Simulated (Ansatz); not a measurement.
**H: all-electron results**

```
H
1.0
     3.78200    0.00000    0.00000
    -1.89100    3.27531    0.00000
     0.00000    0.00000    6.16700
H
4
Direct
  0.33333 0.66667 0.12300
  0.66667 0.33333 0.62300
  0.33333 0.66667 0.37700
  0.66667 0.33333 0.87700
```

Atom numbers follow the list: H1, H2, H3, H4.

Conventional cell: a = 3.782 Å, b = 3.782 Å, c = 6.167 Å, α = 90.00°, β = 90.00°, γ = 120.00°. H (atom 1) has 1 H at 1.57 Å as nearest neighbours.

The cell comes from COD entry 9013073, which wasn't checked; take it as a given geometry.

Level of theory: DFT, PBE, all-electron LAPW, scalar-relativistic in Ansatz 0.2.0.

The runs use a Γ-centred 8×8×5 k mesh, Fermi–Dirac smearing of 0.01 eV, basis error target 0.5 meV/atom, no spin polarisation.

```
Pressure at this cell           : -8.65 GPa
Largest force                   : 0.07015 Ha/bohr on H1
Smallest direct gap on the path : 1.70 eV
Volume per atom                 : 128.9 bohr³
```

**Question.** Predict this quantity. Band gap.

**Answer.** 1.67 eV, indirect from the line K (0.333, 0.333, 0)–Γ to Γ (the direct gap is only 0.02 eV larger).

**Question.** Predict this quantity. Stress xx, yy, zz (compression positive).

**Answer.** -0.44, -0.44, -25.06 GPa.
